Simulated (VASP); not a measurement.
Set up this calculation in VASP 6.6.1, as the native input.

```
Task                   : relaxation of cell and atoms
Functional             : PBE
Potentials or basis    : VASP PAW PBE potentials, release 64 (Hf_pv, S)
Cutoff                 : 600 eV
k mesh                 : 9 × 9 × 5
Occupations            : gaussian, width 0.03 eV
Spin                   : no spin polarisation
Further INCAR settings : ALGO = Normal; EDIFF = 1e-07; IBRION = 2; EDIFFG = -0.005; NSW = 90; ISIF = 3
```

The structure of HfS2 lies in POSCAR:

```
HfS2                                    
1.0
    3.6428571238      0.0000000000     -0.0000000000
   -1.8214285619      3.1548068115     -0.0000000000
   -0.0000000000     -0.0000000000      6.6864568702
  Hf              S             
     1     2
Direct
     0.0000000000000000    0.0000000000000000    0.0000000000000000
     0.6666666699999979    0.3333333300000021    0.7838554949089536
     0.3333333300000021    0.6666666699999979    0.2161445050910462
```

The cell is a database's computed one.

The input as run:

INCAR

```
SYSTEM = HfS2
PREC = Accurate
ENCUT = 600
EDIFF = 1E-7
ISMEAR = 0
SIGMA = 0.03
LREAL = .False.
LASPH = .True.
NELM = 80
ALGO = Normal
ISIF = 3
LWAVE = .False.
LCHARG = .False.
GGA = PE
IBRION = 2
NSW = 90
EDIFFG = -0.005
KPAR = 2
```

KPOINTS

```
regular mesh
0
Gamma
  9 9 5
  0 0 0
```

Potentials or basis: VASP PAW PBE potentials, release 64 (Hf_pv, S).

Command:

```console
$ cat potpaw_PBE.64/Hf_pv/POTCAR potpaw_PBE.64/S/POTCAR > POTCAR
$ mpirun -np 2 vasp_std > vasp.out
```

Results of the run:

```yaml
Relaxed_volume: 25.99 Å³/atom
Relaxed_cell: a = 3.644 Å, b = 3.644 Å, c = 6.781 Å, α = 90.00°, β = 90.00°, γ = 120.00°
Space_group_after_relaxing_to_0.05_Å: P-3m1 (No. 164)
Energy_gained_by_relaxing: 0.1 meV/atom
Ionic_steps: 20
Pressure_after_relaxing: 0.0 GPa
Band_gap_on_the_k_mesh: 1.27 eV, indirect (least direct gap 2.08 eV)
```

Caveat: spin-orbit coupling is left out, which moves the levels of the heavy elements; an odd mesh through Γ misses points on the zone boundary, where band edges often lie; this functional lacks dispersion, which binds the layers, so the pressure and a relaxed spacing across them are unreliable.

Run time: 2.5 min on 2 MPI ranks on Intel(R) Xeon(R) 6975P-C (Granite Rapids), on a shared host, peak memory 0.27 GiB a rank.
